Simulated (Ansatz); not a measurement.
# InAs: the cost of one run

Method: DFT PBEsol, scalar-relativistic, plane waves, PAW, in Ansatz 0.2.0.

The COD entry's cell or inner coordinates are ideal or old and differ from later refinements, so a difference from it is no clean test against experiment.

2 further runs of the same task are left out: 2 set aside as unsound or not needed.

## (1) The starting structure

Symmetry: F-43m, No. 216, cubic system. The conventional cell has a = 6.088 Å, b = 6.088 Å, c = 6.088 Å, α = 90.00°, β = 90.00°, γ = 90.00°. In (site symmetry -43m) has 4 As at 2.64 Å in its first shell of neighbours. Around As (site symmetry -43m) lie 4 In at 2.64 Å.

As a file:

```cif
data_structure
_symmetry_space_group_name_H-M 'P 1'
_symmetry_Int_Tables_number 1
_cell_length_a 4.3047
_cell_length_b 4.3047
_cell_length_c 4.3047
_cell_angle_alpha 60.000
_cell_angle_beta 60.000
_cell_angle_gamma 60.000
_cell_volume 56.40
loop_
_atom_site_label
_atom_site_type_symbol
_atom_site_fract_x
_atom_site_fract_y
_atom_site_fract_z
_atom_site_occupancy
In1 In 0.00000 0.00000 0.00000 1
As1 As 0.25000 0.25000 0.25000 1
```

This cell was relaxed beforehand with the same method: volume 28.20 Å³/atom, gap on the mesh none (metal).

## (2) Next: the [001] wire, 16 host atoms a period

The wire is cut from the relaxed crystal, periodic along c with vacuum across. Atoms and period relax; energies count from the bulk, -5169.4143 eV an atom.

The cell holds 8 In, 8 As: a = 16.600 Å, b = 16.900 Å, c = 6.088 Å, α = 90.00°, β = 90.00°, γ = 90.00°.

## (3) Relaxing it

Pressure and volume refer to the whole cell with its vacuum; only the period along c may change.

The input, input.yaml:

```yaml
crystal:
  lattice:
    - [16.6, 0.0, 0.0]
    - [0.0, 16.9, 0.0]
    - [0.0, 0.0, 6.0877796078]
  atoms:
    - { symbol: In, position: [0.5458417139, 0.5450279557, 0.0], spin: 0.3 }
    - { symbol: As, position: [0.2707914304, 0.635083867, 0.75], spin: 0.3 }
    - { symbol: As, position: [0.6375251417, 0.2748602216, 0.75], spin: 0.3 }
    - { symbol: As, position: [0.6375251417, 0.635083867, 0.75], spin: 0.3 }
    - { symbol: In, position: [0.5458417139, 0.364916133, 0.5], spin: 0.3 }
    - { symbol: In, position: [0.5458417139, 0.7251397784, 0.5], spin: 0.3 }
    - { symbol: As, position: [0.2707914304, 0.4549720443, 0.25], spin: 0.3 }
    - { symbol: As, position: [0.6375251417, 0.4549720443, 0.25], spin: 0.3 }
    - { symbol: In, position: [0.3624748583, 0.5450279557, 0.5], spin: 0.3 }
    - { symbol: In, position: [0.7292085696, 0.5450279557, 0.5], spin: 0.3 }
    - { symbol: As, position: [0.4541582861, 0.2748602216, 0.25], spin: 0.3 }
    - { symbol: As, position: [0.4541582861, 0.635083867, 0.25], spin: 0.3 }
    - { symbol: In, position: [0.3624748583, 0.364916133, 0.0], spin: 0.3 }
    - { symbol: In, position: [0.3624748583, 0.7251397784, 0.0], spin: 0.3 }
    - { symbol: In, position: [0.7292085696, 0.364916133, 0.0], spin: 0.3 }
    - { symbol: As, position: [0.4541582861, 0.4549720443, 0.75], spin: 0.3 }
basis:
  ecutwfc: 420
kpoints:
  mp_grid: { grid: [1, 1, 9] }
hamiltonian:
  xc: pbesol
scf:
  occupations: { method: gaussian, width: 0.05 }
  lower_state_search: "off"
output:
  forces: true
  stress: true
  eigenvalues: true
  populations: true
  write_density: true
  write_potential: true
  elf: true
  volumetric_format: npy
magnetization:
  spin_polarized: true
relax:
  adjacent_minimum: "off"
  f_tol: 0.02
  max_steps: 45
  cell: { fix: [a, b, alpha, beta, gamma], stress_tol: 0.03 }
```

Started as:

```sh
ansatz run input.yaml --threads 4 --pin off --max-ram 11264MiB --backend cpu --events-out ev --progress --plain --runs-dir out
```

What time and memory should one allow on 4 threads of Intel Xeon 6975P-C (Granite Rapids), shared host?

About 22 min, with a peak of 5.3 GiB.
